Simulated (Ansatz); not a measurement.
**Ca: strain and displacement**

```xyz
1
Lattice="-2.2400 2.2400 2.2400 2.2400 -2.2400 2.2400 2.2400 2.2400 -2.2400" Properties=species:S:1:pos:R:3 pbc="T T T"
Ca    0.0000    0.0000    0.0000
```

The cell is a measured one (Crystallography Open Database entry 9011034); the temperature and pressure of the measurement aren't taken into account, and nothing was relaxed. It was measured hot, at 740 K.

Theory: Ansatz 0.2.0, DFT, PBE, all-electron LAPW, scalar-relativistic.

Sampling and basis: a Γ-centred 10×10×10 k mesh, Fermi–Dirac smearing of 0.05 eV, basis error target 0.25 meV/atom, no spin polarisation.

The unchanged cell is at -0.97 GPa.

In a metal, stresses and small energies carry noise from the k mesh.

x, y and z are the Cartesian axes of the cell as listed; fractional coordinates follow a strain, and an engineering shear is twice the off-diagonal strain component.

With z strained by -2 % at fixed volume: energy change under 1 meV/atom; stress change (xx, yy, zz, yz, xz, xy) 0.00, 0.00, -0.02, 0.00, 0.00, 0.00 GPa, compression positive.

(1) With this change (equal xy, yz and zx engineering shear strains of -1 %), what becomes of the energy and stress?

## Answers

(1) Energy change under 1 meV/atom; stress change (xx, yy, zz, yz, xz, xy) 0.00, 0.00, 0.00, 0.14, 0.14, 0.14 GPa, compression positive.
